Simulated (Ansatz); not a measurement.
ScAl3: enthalpy against pressure

ScAl3, Pm-3m, a = 4.086 Å. The structure is a Materials Project entry; whether it is the stable form wasn't checked. Ansatz: r2SCAN, PAW, 500 eV, Γ-centred 10×10×10 mesh on 4 atoms, Gaussian smearing 0.10 eV; no spin polarisation. Cell and atoms are relaxed at each pressure, and no other structure is tried, so the rows at high pressure may lie past a change of phase. y is the enthalpy over the state at zero pressure; there V0 = 17.049 Å³/atom. The pressures are the targets, met within 0.00 GPa.

```tsv
P (GPa)	y (eV/atom)
-3.0	-0.3246
0.0	0.0000
3.0	0.3143
8.0	0.8192
15.0	?
30.0	2.8417
60.0	5.2655
```

Problem. Fit y = c1 P + c2 P² + c3 P³ to the other rows, say what c1 and c2 mean, and predict the missing value.

Solution. Least squares on the rows shown. y = 0.10606 P − 0.00045117 P² + 2.4366×10⁻⁶ P³. Since dH/dP = V, c1 is V0: 0.10606 eV/GPa × 160.2 = 16.991 Å³ against 17.049; c2 = −V0/(2B0) gives B0 = 118 GPa, where a Birch–Murnaghan fit to the volumes of the same runs (not shown) gives 94 GPa: a cubic over this range folds the higher terms into c2. At P = 15.0 the fit asked for gives 1.4976 eV/atom. The run gave 1.4939 eV/atom, so the fit is 0.0037 eV/atom too high, 0.066 % of the span of the series, against an rms of 0.0013 eV/atom on the fitted rows. With a term in P⁴ added, a fit to the same known rows predicts 1.4922 eV/atom, a smaller miss on the other side. Also, this row ran on the mesh 12×12×12, its neighbour on 10×10×10, which can shift it a little.

The mesh isn't the same in all rows (10×10×10, 12×12×12).